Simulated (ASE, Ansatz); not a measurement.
## Neighbourhoods of single atoms in void in SrCl2 (90 atoms)

The cell holds 90 atoms: 30 Sr and 60 Cl. Cell: a = 13.953 Å, b = 13.953 Å, c = 13.953 Å, α = 90.0°, β = 90.0°, γ = 90.0°. It derives from SrCl2 (fluorite-type), repeated 2×2×2. Fluorite-type SrCl2 (a = 6.977 Å), 2 x 2 x 2 conventional cells, the 2 Sr, 4 Cl nearest the centre removed; not relaxed, displaced by a Gaussian of 0.02 Å. Nearest the centre at fractional (0.528, 0.505, 0.531): Cl52 at 3.11 Å, Cl23 at 3.13 Å, Cl32 at 3.47 Å, Cl3 at 3.57 Å, Sr83 at 4.63 Å, Sr88 at 4.66 Å, Sr63 at 4.70 Å, Sr68 at 4.77 Å.

Computed with Ansatz 0.2.0: Kohn-Sham DFT, PBE, PAW (set soft_2), plane waves; cutoff 420 eV, Γ point, fermi-dirac smearing of 0.025 eV. Geometry: the geometry as built.

The whole cell was solved; only parts of it are printed.

A closer look about the centre named in the set-up: 39 atoms, nearest first, numbered in the order of the input, with positions taken from that point.

```
atom      x      y      z  distance (Å)  bonds  intrinsic-atomic-orbital charge (e)     Fx     Fy  Fz (eV/Å)
Cl52   1.33  -1.82  -2.14          3.11      3                                -0.85   0.34   0.34       0.16
Cl23  -2.15  -1.84   1.33          3.13      3                                -0.84   0.25   0.36       0.23
Cl32  -2.15   1.67  -2.16          3.47      3                                -0.84   0.36   0.37       0.30
 Cl3  -2.14  -1.85  -2.18          3.57      3                                -0.85  -0.27  -0.09      -0.15
Sr83  -0.38   3.41   3.10          4.63      6                                 1.68   0.40   0.43       1.10
Sr88   3.14   3.42  -0.43          4.66      6                                 1.68   1.15   0.38       0.40
Sr63  -0.39  -3.53   3.08          4.70      7                                 1.67  -0.14   0.06       0.42
Sr68   3.12  -3.57  -0.42          4.77      7                                 1.67   0.41   0.20      -0.19
Sr42  -3.85  -0.08   3.04          4.91      7                                 1.66  -0.55  -0.83       0.36
Sr77   3.09  -0.04  -3.96          5.02      7                                 1.66   0.31  -1.04      -0.17
Sr45  -3.86   3.39  -0.41          5.16      7                                 1.66  -0.49   0.24      -0.69
Sr74  -0.38   3.40  -3.92          5.20      7                                 1.66  -0.65   0.21      -0.41
Sr22  -3.86  -3.55  -0.42          5.27      8                                 1.65   0.12   0.29      -0.19
Cl85   4.83   1.64   1.32          5.27      3                                -0.84  -0.30   0.38      -0.39
Sr51  -0.40  -3.55  -3.90          5.29      8                                 1.65  -0.12   0.27       0.18
Cl64   1.37  -1.78   4.80          5.30      3                                -0.84  -0.42  -0.21      -0.23
Cl90   1.38   1.70   4.83          5.30      3                                -0.84  -0.54   0.27      -0.37
Cl69   4.80  -1.85   1.36          5.33      3                                -0.84  -0.17  -0.18      -0.46
Cl43  -2.13   1.68   4.77          5.49      4                                -0.82  -0.01   0.08      -0.62
Cl87   1.37   5.16   1.33          5.50      4                                -0.82  -0.21  -0.73      -0.17
Cl15  -2.12  -1.83   4.78          5.54      4                                -0.83  -0.12   0.15       0.11
Sr31  -3.92  -0.08  -3.91          5.54      8                                 1.65   0.24  -0.37       0.24
Cl78   4.83   1.67  -2.14          5.54      4                                -0.82  -0.67   0.12      -0.15
Cl50   4.83  -1.86  -2.15          5.61      4                                -0.83  -0.03   0.24      -0.10
Cl61   1.34  -5.31   1.34          5.64      4                                -0.82  -0.04   0.29      -0.13
Cl46  -2.15   5.17   1.34          5.76      4                                -0.82   0.22  -0.75      -0.07
Cl75   1.34   5.19  -2.16          5.78      4                                -0.82   0.03  -0.81       0.08
Cl18  -2.14  -5.30   1.32          5.87      4                                -0.83   0.17  -0.21       0.02
Cl59   1.36  -5.29  -2.21          5.89      4                                -0.83  -0.02  -0.25       0.20
Cl27  -2.13   5.15  -2.17          5.98      4                                -0.83   0.06  -0.08       0.08
Cl38  -5.62   1.68   1.30          6.01      4                                -0.82   0.73   0.03       0.00
Cl72   1.38   1.68  -5.66          6.07      4                                -0.82  -0.19   0.08       0.69
Cl21  -5.64  -1.85   1.32          6.08      4                                -0.83   0.14   0.21      -0.03
Cl56   1.31  -1.83  -5.66          6.10      4                                -0.82   0.07   0.15       0.11
 Cl8  -2.14  -5.30  -2.15          6.11      4                                -0.82   0.03  -0.29      -0.03
Cl30  -2.13   1.66  -5.66          6.27      4                                -0.83   0.06   0.18      -0.04
Cl36  -5.63   1.67  -2.20          6.27      4                                -0.83  -0.04   0.18       0.12
Cl11  -2.15  -1.79  -5.62          6.28      4                                -0.82  -0.07  -0.02      -0.21
 Cl5  -5.65  -1.78  -2.16          6.31      4                                -0.83   0.00  -0.05       0.02
```

The column of bonds counts only the pairs Cl-Sr within 3.48 Å; other neighbours, such as metal atoms beside each other in a compound, aren't counted, and periodic images can show an atom twice.

The surroundings of Sr45, which has 7 bonded neighbours where the commonest count for Sr is 8, nearest first, numbered as they follow in the input and with coordinates relative to it.

```
atom      x      y      z  distance (Å)  bonds  intrinsic-atomic-orbital charge (e)     Fx     Fy  Fz (eV/Å)
Sr45   0.00   0.00   0.00          0.00      7                                 1.66  -0.49   0.24      -0.69
Cl32   1.71  -1.72  -1.75          3.00      3                                -0.84   0.36   0.37       0.30
Cl38  -1.76  -1.71   1.71          3.00      4                                -0.82   0.73   0.03       0.00
Cl44  -1.75   1.76   1.71          3.01      4                                -0.83   0.11  -0.07      -0.04
Cl46   1.72   1.78   1.75          3.03      4                                -0.82   0.22  -0.75      -0.07
Cl27   1.74   1.76  -1.76          3.03      4                                -0.83   0.06  -0.08       0.08
Cl36  -1.77  -1.72  -1.79          3.05      4                                -0.83  -0.04   0.18       0.12
Cl29  -1.77   1.76  -1.77          3.06      4                                -0.82   0.07  -0.11       0.12
Sr42   0.01  -3.47   3.45          4.89      7                                 1.66  -0.55  -0.83       0.36
Sr40  -3.49   0.04   3.46          4.92      8                                 1.65  -0.52  -0.49       0.27
Sr37  -3.51  -3.45  -0.01          4.92      8                                 1.65  -0.36  -0.48       0.36
 Sr7  -0.04   3.49  -3.48          4.93      8                                 1.65   0.01   0.36      -0.11
Sr31  -0.06  -3.47  -3.50          4.93      8                                 1.65   0.24  -0.37       0.24
Sr74   3.48   0.01  -3.51          4.94      7                                 1.66  -0.65   0.21      -0.41
Sr83   3.49   0.02   3.51          4.95      6                                 1.68   0.40   0.43       1.10
Sr60   3.50   3.50  -0.05          4.95      8                                 1.65  -0.27   0.57      -0.04
Sr13  -3.48   3.52   0.01          4.95      8                                 1.65  -0.09   0.20      -0.02
Sr19   0.01   3.51   3.50          4.95      8                                 1.65  -0.26   0.39       0.04
Sr28  -3.51   0.03  -3.52          4.97      8                                 1.65   0.00  -0.09      -0.15
Cl43   1.74  -1.71   5.18          5.73      4                                -0.82  -0.01   0.08      -0.62
Cl41  -1.75   1.75   5.17          5.73      4                                -0.82   0.11  -0.05       0.15
 Cl5  -1.79  -5.18  -1.75          5.75      4                                -0.83   0.00  -0.05       0.02
```

The column of bonds counts only the pairs Cl-Sr within 3.48 Å; other neighbours, such as metal atoms beside each other in a compound, aren't counted, and periodic images can show an atom twice.

A closer look about Sr88, which bears the longest force: 39 atoms, nearest first, numbered in the order of the input, with positions taken from that point.

```
atom      x      y      z  distance (Å)  bonds  intrinsic-atomic-orbital charge (e)     Fx     Fy  Fz (eV/Å)
Sr88   0.00   0.00   0.00          0.00      6                                 1.68   1.15   0.38       0.40
Cl89   1.68   1.70   1.75          2.96      4                                -0.82  -0.10   0.04      -0.23
Cl78   1.69  -1.75  -1.72          2.98      4                                -0.82  -0.67   0.12      -0.15
Cl73   1.67   1.74  -1.75          2.98      4                                -0.82  -0.08  -0.16       0.10
Cl85   1.68  -1.77   1.74          3.00      3                                -0.84  -0.30   0.38      -0.39
Cl87  -1.78   1.74   1.75          3.04      4                                -0.82  -0.21  -0.73      -0.17
Cl75  -1.80   1.78  -1.73          3.07      4                                -0.82   0.03  -0.81       0.08
Sr37   3.44  -3.47   0.00          4.89      8                                 1.65  -0.36  -0.48       0.36
Sr66  -0.07   3.45   3.48          4.90      8                                 1.65   0.43   0.42       0.35
Sr40   3.46   0.01   3.48          4.90      8                                 1.65  -0.52  -0.49       0.27
Sr28   3.44   0.00  -3.50          4.91      8                                 1.65   0.00  -0.09      -0.15
Sr13   3.46   3.49   0.03          4.92      8                                 1.65  -0.09   0.20      -0.02
Sr54  -0.08   3.47  -3.51          4.93      8                                 1.65   0.31   0.45      -0.18
Sr60  -3.51   3.48  -0.03          4.94      8                                 1.65  -0.27   0.57      -0.04
Sr77  -0.06  -3.46  -3.53          4.94      7                                 1.66   0.31  -1.04      -0.17
Sr74  -3.53  -0.02  -3.49          4.96      7                                 1.66  -0.65   0.21      -0.41
Sr83  -3.52   0.00   3.53          4.98      6                                 1.68   0.40   0.43       1.10
Cl82   1.68   1.72   5.18          5.71      4                                -0.82   0.03   0.13       0.07
Cl29   5.18   1.73  -1.75          5.73      4                                -0.82   0.07  -0.11       0.12
Cl38   5.19  -1.74   1.73          5.74      4                                -0.82   0.73   0.03       0.00
Cl44   5.20   1.73   1.73          5.74      4                                -0.83   0.11  -0.07      -0.04
Cl36   5.18  -1.75  -1.77          5.74      4                                -0.83  -0.04   0.18       0.12
Cl65   1.70   5.20   1.75          5.75      4                                -0.83  -0.05  -0.20      -0.08
Cl76   1.64  -1.80  -5.21          5.75      4                                -0.83   0.11   0.25       0.18
Cl86   1.71  -1.74   5.23          5.77      3                                -0.84   0.24   0.34       0.27
Cl55   1.69   5.23  -1.75          5.77      4                                -0.83  -0.03  -0.15       0.11
Cl81   1.70   1.74  -5.25          5.78      4                                -0.83  -0.02  -0.06       0.06
Cl84  -1.79   1.73   5.22          5.78      4                                -0.82  -0.19   0.03      -0.13
Cl79  -1.79   1.75  -5.22          5.79      4                                -0.83  -0.08  -0.20       0.07
Cl72  -1.76  -1.74  -5.24          5.79      4                                -0.82  -0.19   0.08       0.69
Cl50   1.69  -5.27  -1.73          5.80      4                                -0.83  -0.03   0.24      -0.10
Cl52  -1.81  -5.24  -1.72          5.80      3                                -0.85   0.34   0.34       0.16
Cl61  -1.80   5.23   1.77          5.80      4                                -0.82  -0.04   0.29      -0.13
Cl69   1.66  -5.27   1.78          5.81      3                                -0.84  -0.17  -0.18      -0.46
Cl90  -1.76  -1.72   5.26          5.81      3                                -0.84  -0.54   0.27      -0.37
Cl27  -5.27   1.74  -1.74          5.81      4                                -0.83   0.06  -0.08       0.08
Cl59  -1.78   5.25  -1.78          5.82      4                                -0.83  -0.02  -0.25       0.20
Cl32  -5.29  -1.75  -1.73          5.84      3                                -0.84   0.36   0.37       0.30
Cl46  -5.29   1.76   1.77          5.85      4                                -0.82   0.22  -0.75      -0.07
```

The column of bonds counts only the pairs Cl-Sr within 3.48 Å; other neighbours, such as metal atoms beside each other in a compound, aren't counted, and periodic images can show an atom twice.

The surroundings of Sr74, picked at random, nearest first, numbered as they follow in the input and with coordinates relative to it.

```
atom      x      y      z  distance (Å)  bonds  intrinsic-atomic-orbital charge (e)     Fx     Fy  Fz (eV/Å)
Sr74   0.00   0.00   0.00          0.00      7                                 1.66  -0.65   0.21      -0.41
Cl30  -1.75  -1.74  -1.74          3.02      4                                -0.83   0.06   0.18      -0.04
Cl72   1.76  -1.72  -1.75          3.02      4                                -0.82  -0.19   0.08       0.69
Cl79   1.74   1.77  -1.73          3.02      4                                -0.83  -0.08  -0.20       0.07
Cl35  -1.74   1.76  -1.74          3.03      4                                -0.82   0.03  -0.13       0.07
Cl27  -1.74   1.76   1.75          3.03      4                                -0.83   0.06  -0.08       0.08
Cl32  -1.77  -1.73   1.76          3.03      3                                -0.84   0.36   0.37       0.30
Cl75   1.72   1.80   1.76          3.05      4                                -0.82   0.03  -0.81       0.08
Sr77   3.47  -3.44  -0.04          4.89      7                                 1.66   0.31  -1.04      -0.17
Sr34  -3.45   0.02  -3.48          4.90      8                                 1.65  -0.35  -0.07       0.04
Sr54   3.45   3.49  -0.02          4.90      8                                 1.65   0.31   0.45      -0.18
Sr60   0.01   3.50   3.46          4.92      8                                 1.65  -0.27   0.57      -0.04
Sr71  -0.03  -3.49  -3.47          4.92      8                                 1.65   0.41  -0.31      -0.33
Sr48   0.01   3.48  -3.49          4.93      8                                 1.65   0.05   0.35       0.03
Sr45  -3.48  -0.01   3.51          4.94      7                                 1.66  -0.49   0.24      -0.69
Sr80   3.48   0.01  -3.51          4.94      8                                 1.65   0.39  -0.34      -0.41
 Sr7  -3.52   3.48   0.03          4.95      8                                 1.65   0.01   0.36      -0.11
Sr31  -3.54  -3.48   0.00          4.96      8                                 1.65   0.24  -0.37       0.24
Sr88   3.53   0.02   3.49          4.96      6                                 1.68   1.15   0.38       0.40
Cl76   5.17  -1.78  -1.72          5.73      4                                -0.83   0.11   0.25       0.18
Cl11  -1.76  -5.19  -1.71          5.74      4                                -0.82  -0.07  -0.02      -0.21
Cl90   1.76  -1.70  -5.20          5.75      3                                -0.84  -0.54   0.27      -0.37
Cl73   5.19   1.76   1.74          5.76      4                                -0.82  -0.08  -0.16       0.10
Cl49   1.73   5.21  -1.75          5.76      4                                -0.83  -0.02   0.00      -0.01
Cl56   1.69  -5.23  -1.75          5.77      4                                -0.82   0.07   0.15       0.11
Cl52   1.72  -5.22   1.77          5.77      3                                -0.85   0.34   0.34       0.16
Cl78   5.22  -1.73   1.77          5.78      4                                -0.82  -0.67   0.12      -0.15
Cl81   5.22   1.76  -1.76          5.78      4                                -0.83  -0.02  -0.06       0.06
Cl36  -5.25  -1.73   1.72          5.79      4                                -0.83  -0.04   0.18       0.12
Cl84   1.74   1.75  -5.24          5.79      4                                -0.82  -0.19   0.03      -0.13
 Cl6  -1.72   5.24  -1.77          5.79      4                                -0.83  -0.09  -0.08       0.11
 Cl3  -1.76  -5.25   1.73          5.80      3                                -0.85  -0.27  -0.09      -0.15
Cl87   1.75   1.76   5.24          5.80      4                                -0.82  -0.21  -0.73      -0.17
Cl29  -5.25   1.75   1.74          5.80      4                                -0.82   0.07  -0.11       0.12
Cl43  -1.74  -1.72  -5.26          5.81      4                                -0.82  -0.01   0.08      -0.62
Cl26  -5.25  -1.76  -1.76          5.81      4                                -0.83   0.06   0.26       0.06
Cl39  -1.74   1.76  -5.25          5.81      4                                -0.82   0.11  -0.21      -0.04
Cl59   1.74   5.27   1.71          5.81      4                                -0.83  -0.02  -0.25       0.20
Cl33  -5.26   1.77  -1.72          5.81      4                                -0.82   0.13  -0.12      -0.08
 Cl8  -1.76   5.25   1.77          5.82      4                                -0.82   0.03  -0.29      -0.03
Cl46  -1.77   1.78   5.26          5.82      4                                -0.82   0.22  -0.75      -0.07
```

The column of bonds counts only the pairs Cl-Sr within 3.48 Å; other neighbours, such as metal atoms beside each other in a compound, aren't counted, and periodic images can show an atom twice.

Neighbours are counted within 3.48 Å (Cl-Sr).

Length of the force by element and coordination:

```
element  coordination  atoms  mean length of the force (eV/Å)  spread   least   most
     Cl           all     60                            0.323   0.209  0.0201  0.818
     Cl             3     10                            0.533  0.0957   0.325  0.708
     Cl             4     50                            0.280   0.199  0.0201  0.818
     Sr           all     30                            0.600   0.299   0.115   1.27
     Sr             6      2                             1.26  0.0149    1.24   1.27
     Sr             7      6                            0.796   0.251   0.452   1.10
     Sr             8     22                            0.486   0.205   0.115  0.878
```

Intrinsic-atomic-orbital charges by element and coordination:

```
element  coordination  atoms  mean charge (e)  spread   least    most
     Cl           all     60           -0.828  0.0077  -0.848  -0.816
     Cl             3     10           -0.844  0.0018  -0.848  -0.842
     Cl             4     50           -0.824  0.0031  -0.829  -0.816
     Sr           all     30             1.66  0.0096    1.65    1.68
     Sr             6      2             1.68  4.0e-4    1.68    1.68
     Sr             7      6             1.66  0.0036    1.66    1.67
     Sr             8     22             1.65  5.0e-4    1.65    1.65
```

The main run has no spin polarisation, so any moments at edges, vacancies or dangling bonds can't form in it. Only the Γ point is sampled, in a cell whose shortest periodic width is 14 Å.

[Logs are printed without paths, hosts, clocks, repeated set-up lines and the standing remarks that a program may print on its own settings, such as how far it seeks lower states.]

[Hosts, paths, dates, database ids (printed as entryN), source tags and the programs' standing remarks are cut or masked in the printed files.]
